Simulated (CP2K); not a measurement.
Crystal: CdTe.

```
CELL_PARAMETERS angstrom
4.53255 0.00000 0.00000
2.26628 3.92531 0.00000
2.26628 1.30844 3.70082
ATOMIC_POSITIONS crystal
Te 0.75000 0.75000 0.75000
Cd 0.00000 0.00000 0.00000
```

Base run:

| Quantity | Value |
| --- | --- |
| Program | CP2K 2026.2 |
| Functional | PBE |
| Potentials or basis | GTH_POTENTIALS Te GTH-PBE-q6, Cd GTH-PBE-q12; DZVP-MOLOPT-SR-GTH basis |
| Density cutoff | 6123 eV |
| k mesh | 7 × 7 × 7 |
| Occupations | fermi-dirac, width 0.05 eV |
| Spin | no spin polarisation |

Its results: band gap on the k mesh 0.98 eV, direct; pressure 5.1 GPa.

**Question.** The run is repeated on the same cell with these changes: potentials or basis from GTH_POTENTIALS Te GTH-PBE-q6, Cd GTH-PBE-q12; DZVP-MOLOPT-SR-GTH basis to GTH_POTENTIALS Te GTH-PBE-q6, Cd GTH-PBE-q12; TZVP-MOLOPT-SR-GTH basis; basis sets from Te DZVP-MOLOPT-SR-GTH-q6, Cd DZVP-MOLOPT-SR-GTH-q12 to Te TZVP-MOLOPT-SR-GTH-q6, Cd TZVP-MOLOPT-SR-GTH-q12. What comes out?

**Answer.** Band gap on the k mesh 0.86 eV, direct; pressure 4.8 GPa.

Caveats: spin-orbit coupling is left out, which moves the levels of the heavy elements; the basis of atomic orbitals isn't converged, which shifts pressures, moduli and gaps.

